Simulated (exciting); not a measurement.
# Bi (R-3m) in exciting: settings compared

The runs below take Bi through single point, with PBE, LDA.

Program: exciting (release sodium). These are calculated values, not measurements. Logs are shortened: lines on timing, memory, paths and dates and some standing lists are left out, and cuts for length are marked.

**1. The structure**

Symmetry: R-3m, No. 166, trigonal system. Conventional cell: a = 4.535 Å, b = 4.535 Å, c = 11.814 Å, α = 90.00°, β = 90.00°, γ = 120.00°. Bi (site symmetry 3m) has 6 Bi at 3.06 to 3.52 Å as nearest neighbours.

**2. Single point, PBE**

The input, input.xml:

```xml
<input>
  <title>Bi</title>
  <structure speciespath="./" tshift="false">
    <crystal scale="1">
      <basevect>4.284953987589 2.473919338223 7.441741478776</basevect>
      <basevect>-4.284953987589 2.473919338223 7.441741478776</basevect>
      <basevect>0.000000000000 -4.947838676447 7.441741478776</basevect>
    </crystal>
    <species speciesfile="Bi.xml" rmt="2.3">
      <atom coord="0.766000000000 0.766000000000 0.766000000000"/>
      <atom coord="0.234000000000 0.234000000000 0.234000000000"/>
    </species>
  </structure>
  <groundstate do="fromscratch" ngridk="7 7 7" rgkmax="9" gmaxvr="14" lmaxapw="10" lmaxmat="10" lmaxvr="8" xctype="GGA_PBE" stype="Gaussian" swidth="0.00367493" nempty="10" ValenceRelativity="iora*" epsengy="1e-05" epspot="1e-05" maxscl="60" tforce="true" outputlevel="normal"/>
</input>
```

Potentials or basis: all-electron LAPW+lo, shipped species files, valence relativity iora*.

Started as:

```
$ OMP_NUM_THREADS=1 exciting_smp
```

INFO.OUT:

```text
================================================================================
EXCITING SODIUM started
[... 10 lines left out ...]

 Lattice vectors (cartesian) :
      4.2849539876      2.4739193382      7.4417414788
     -4.2849539876      2.4739193382      7.4417414788
      0.0000000000     -4.9478386764      7.4417414788

 Reciprocal lattice vectors (cartesian) :
      0.7331683520      0.4232949454      0.2814388418
     -0.7331683520      0.4232949454      0.2814388418
      0.0000000000     -0.8465898908      0.2814388418

 Unit cell volume                           :     473.3229116447
 Brillouin zone volume                      :       0.5240612853

 Species :    1 (Bi)
     parameters loaded from                 :    Bi.xml
     name                                   :    bismuth
     nuclear charge                         :     -83.00000000
     electronic charge                      :      83.00000000
     atomic mass                            :  380947.92830000
     muffin-tin radius                      :       2.30000000
     # of radial points in muffin-tin       :     450

     atomic positions (lattice) :
       1 :   0.76600000  0.76600000  0.76600000
       2 :   0.23400000  0.23400000  0.23400000

 Total number of atoms per unit cell        :       2

 Spin treatment                             :    spin-unpolarised

 Number of Bravais lattice symmetries       :      12
 Number of crystal symmetries               :      12

 k-point grid                               :       7    7    7
 Total number of k-points                   :      44
 k-point set is reduced with crystal symmetries

 R^MT_min * |G+k|_max (rgkmax)              :       9.00000000
 Species with R^MT_min                      :       1 (Bi)
 Maximum |G+k| for APW functions            :       3.91304348
 Maximum |G| for potential and density      :      14.00000000

 G-vector grid sizes                        :      40    40    40
 Total number of G-vectors                  :   21885

 Maximum angular momentum used for
     APW functions                          :      10
     computing H and O matrix elements      :      10
     potential and density                  :       8
     inner part of muffin-tin               :       2

 Total nuclear charge                       :    -166.00000000
 Total electronic charge                    :     166.00000000
 Total core charge                          :     136.00000000
 Total valence charge                       :      30.00000000

 Number of empty states                     :      10
 Total number of valence states             :      26

 Maximum Hamiltonian size                   :     520
 Maximum number of plane-waves              :     492
 Total number of local-orbitals             :      28

 Exchange-correlation type                  :      20
     Perdew-Burke-Ernzerhof, Phys. Rev. Lett. 77, 3865 (1996)
     Generalised gradient approximation (GGA)

 Smearing scheme                            :    Gaussian
 Smearing width                             :       0.00367493

 Using multisecant Broyden potential mixing
[... 16 lines left out ...]
+ SCF iteration number :    1                                                  +
++++++++++++++++++++++++++++++++++++++++++++++++++++++++++++++++++++++++++++++++
 Total energy                               :    -43158.63509070
 _______________________________________________________________
 Fermi energy                               :         0.24079232
 Kinetic energy                             :     50496.69497567
 Coulomb energy                             :    -92857.91018917
 Exchange energy                            :      -787.18268333
 Correlation energy                         :       -10.23719387
[... 328 lines left out ...]
 RMS change in effective potential (target) :  0.286895E-09  ( 0.100000E-04)
 Absolute change in total energy   (target) :  0.258371E-05  ( 0.100000E-04)
 Charge distance                   (target) :  0.447476E-09  ( 0.100000E-04)
 Abs. change in max-nonIBS-force   (target) :  0.400150E-07  ( 0.500000E-04)

++++++++++++++++++++++++++++++++++++++++++++++++++++++++++++++++++++++++++++++++
| Convergency criteria checked for the last 2 iterations                       +
| Convergence targets achieved. Performing final SCF iteration                 +
++++++++++++++++++++++++++++++++++++++++++++++++++++++++++++++++++++++++++++++++
 Total energy                               :    -43163.11685889
 _______________________________________________________________
 Fermi energy                               :         0.22934217
 Kinetic energy                             :     50491.52778859
 Coulomb energy                             :    -92857.18834176
 Exchange energy                            :      -787.21861456
 Correlation energy                         :       -10.23769116

 DOS at Fermi energy (states/Ha/cell)       :         2.06600183

 Electron charges :
     core                                   :       136.00000000
     core leakage                           :         0.01604112
     valence                                :        30.00000000
     interstitial                           :         6.38463260
     charge in muffin-tin spheres :
                  atom     1    Bi          :        79.80768370
                  atom     2    Bi          :        79.80768370
     total charge in muffin-tins            :       159.61536740
     total charge                           :       166.00000000

++++++++++++++++++++++++++++++++++++++++++++++++++++++++++++++++++++++++++++++++
+ Self-consistent loop stopped                                                 +
++++++++++++++++++++++++++++++++++++++++++++++++++++++++++++++++++++++++++++++++
 STATE.OUT is written

--------------------------------------------------------------------------------
- Writing atomic positions and forces                                          -
--------------------------------------------------------------------------------

 Atomic positions (lattice) :
 atom     1  Bi  :     0.76600000    0.76600000    0.76600000
 atom     2  Bi  :     0.23400000    0.23400000    0.23400000

 Total atomic forces including IBS (cartesian) :
 atom     1  Bi  :    -0.00000000    0.00000000   -0.00382874
 atom     2  Bi  :     0.00000000   -0.00000000    0.00382874

 Atomic force components including IBS (cartesian) :
 atom     1  Bi  :     0.00000000   -0.00000000    0.13304294   HF force
                 :     0.00000000   -0.00000000    0.45446889   core correction
                 :    -0.00000000    0.00000000   -0.59134056   IBS correction
 atom     2  Bi  :    -0.00000000    0.00000000   -0.13304294   HF force
                 :    -0.00000000    0.00000000   -0.45446889   core correction
                 :     0.00000000   -0.00000000    0.59134056   IBS correction

********************************************************************************
[... 7 lines left out ...]
| EXCITING SODIUM stopped                                                      =
================================================================================
```

WARNINGS.OUT:

```text
Inversion symmetry is present. Consider using input%groundstate%solver%type = "inversionsymmetry"
```

It took 3.6 min on 1 thread of Arm Neoverse V1, shared host; peak memory 0.15 GiB.

Results:

| Item | Value |
| --- | --- |
| Free energy | -1174528.2448 eV |
| Largest force | 0.197 eV/Å |
| Band gap on the k mesh | 0.27 eV, indirect (least direct gap 0.53 eV) |
| All electrons inside the program's atomic spheres | Bi 79.81 (radii Bi 2.3 bohr) |

Forces in eV/Å, atoms in the order of the input:
```
Bi   0.000  0.000 -0.197
Bi   0.000  0.000  0.197
```

Caveat: spin-orbit coupling is left out, which as a rule narrows the gap of such compounds by several tenths of an eV; an odd mesh through Γ misses points on the zone boundary, where band edges often lie.

**3. Single point, LDA**

Changes to input.xml since step 2:

```diff
@@ -13,3 +13,3 @@
   </structure>
-  <groundstate do="fromscratch" ngridk="7 7 7" rgkmax="9" gmaxvr="14" lmaxapw="10" lmaxmat="10" lmaxvr="8" xctype="GGA_PBE" stype="Gaussian" swidth="0.00367493" nempty="10" ValenceRelativity="iora*" epsengy="1e-05" epspot="1e-05" maxscl="60" tforce="true" outputlevel="normal"/>
+  <groundstate do="fromscratch" ngridk="7 7 7" rgkmax="9" gmaxvr="14" lmaxapw="10" lmaxmat="10" lmaxvr="8" xctype="LDA_PW" stype="Gaussian" swidth="0.00073499" nempty="10" ValenceRelativity="iora*" epsengy="1e-05" epspot="1e-05" maxscl="60" tforce="true" outputlevel="high"/>
 </input>
```

Potentials or basis: all-electron LAPW+lo, shipped species files, valence relativity iora*.

Started as:

```
$ OMP_NUM_THREADS=1 exciting_smp
```

INFO.OUT:

```text
================================================================================
EXCITING SODIUM started
[... 10 lines left out ...]

 Lattice vectors (cartesian) :
      4.2849539876      2.4739193382      7.4417414788
     -4.2849539876      2.4739193382      7.4417414788
      0.0000000000     -4.9478386764      7.4417414788

 Reciprocal lattice vectors (cartesian) :
      0.7331683520      0.4232949454      0.2814388418
     -0.7331683520      0.4232949454      0.2814388418
      0.0000000000     -0.8465898908      0.2814388418

 Unit cell volume                           :     473.3229116447
 Brillouin zone volume                      :       0.5240612853

 Species :    1 (Bi)
     parameters loaded from                 :    Bi.xml
[... 614 lines left out ...]

--------------------------------------------------------------------------------
- Writing atomic positions and forces                                          -
--------------------------------------------------------------------------------

 Atomic positions (lattice) :
 atom     1  Bi  :     0.76600000    0.76600000    0.76600000
 atom     2  Bi  :     0.23400000    0.23400000    0.23400000

 Total atomic forces including IBS (cartesian) :
 atom     1  Bi  :    -0.00000000    0.00000000   -0.00105872
 atom     2  Bi  :     0.00000000   -0.00000000    0.00105872

 Atomic force components including IBS (cartesian) :
 atom     1  Bi  :     0.00000000   -0.00000000    0.18205604   HF force
                 :     0.00000000   -0.00000000    0.38712208   core correction
                 :    -0.00000000    0.00000000   -0.57023684   IBS correction
 atom     2  Bi  :    -0.00000000    0.00000000   -0.18205604   HF force
                 :    -0.00000000    0.00000000   -0.38712208   core correction
                 :     0.00000000   -0.00000000    0.57023684   IBS correction

********************************************************************************
* Groundstate module stopped                                                   *
********************************************************************************

================================================================================
| EXCITING SODIUM stopped                                                      =
================================================================================
```

Wall time 3.7 min (1 thread of Arm Neoverse V1, shared host); peak memory 0.15 GiB.

What came out:

```yaml
Free_energy: -1173901.9662 eV
Largest_force: 0.054 eV/Å
Band_gap_on_the_k_mesh: 0.27 eV, indirect (least direct gap 0.52 eV)
All_electrons_inside_the_program's_atomic_spheres: Bi 79.82 (radii Bi 2.3 bohr)
```

Forces on the atoms (eV/Å):
```
Bi   0.000  0.000 -0.054
Bi   0.000  0.000  0.054
```

Levels at points of the mesh, in eV from the valence-band top:
| k point | band 12 | band 13 | band 14 | band 15 | band 16 | band 17 | band 18 | band 19 |
| --- | --- | --- | --- | --- | --- | --- | --- | --- |
| (0.00, 0.00, 0.00) | -7.30 | -1.22 | -0.96 | -0.96 | 2.76 | 3.22 | 3.22 | 5.95 |

Caveat: spin-orbit coupling is left out, which as a rule narrows the gap of such compounds by several tenths of an eV; an odd mesh through Γ misses points on the zone boundary, where band edges often lie.
